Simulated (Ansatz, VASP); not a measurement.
## One calculation of SiC, two programs

```
Si C
1.0
     5.35710    0.00000    0.00000
     0.00000    5.35710    0.00000
     0.00000    0.00000    5.35710
Si C
6 6
Direct
  0.75000 0.50000 0.00000
  0.50000 0.00000 0.75000
  0.00000 0.75000 0.50000
  0.00000 0.25000 0.50000
  0.25000 0.50000 0.00000
  0.50000 0.00000 0.25000
  0.50000 0.75000 0.00000
  0.75000 0.00000 0.50000
  0.00000 0.50000 0.75000
  0.25000 0.00000 0.50000
  0.00000 0.50000 0.25000
  0.50000 0.25000 0.00000
```

Alike in both runs: functional PBE; k mesh 4 × 4 × 4; occupations gaussian, width 0.1 eV; no spin polarisation.

Ansatz relaxed the structure, and its values are those at the end. VASP's run is a single point on that final structure, the one shown.

```csv
,VASP,Ansatz
version,VASP 6.6.1,Ansatz 0.2.0
potentials or method,"VASP PAW PBE potentials, release 64 (Si, C)","scalar-relativistic, plane waves, PAW"
plane-wave cutoff (eV),520,420
valence electrons in the cell,48,48
```

```csv
,VASP,Ansatz,Ansatz less VASP
gap on the k mesh at the Fermi level (eV),2.03,2.03,+0.004
least direct gap on the mesh (eV),2.12,2.12,+0.004
pressure (GPa),0.0,0.0,+0.04
```

The functional is the same, so the differences come from potentials, cutoffs and numerics.

A k mesh can miss the band edges. As with any semilocal functional, this PBE gap is likely too small.
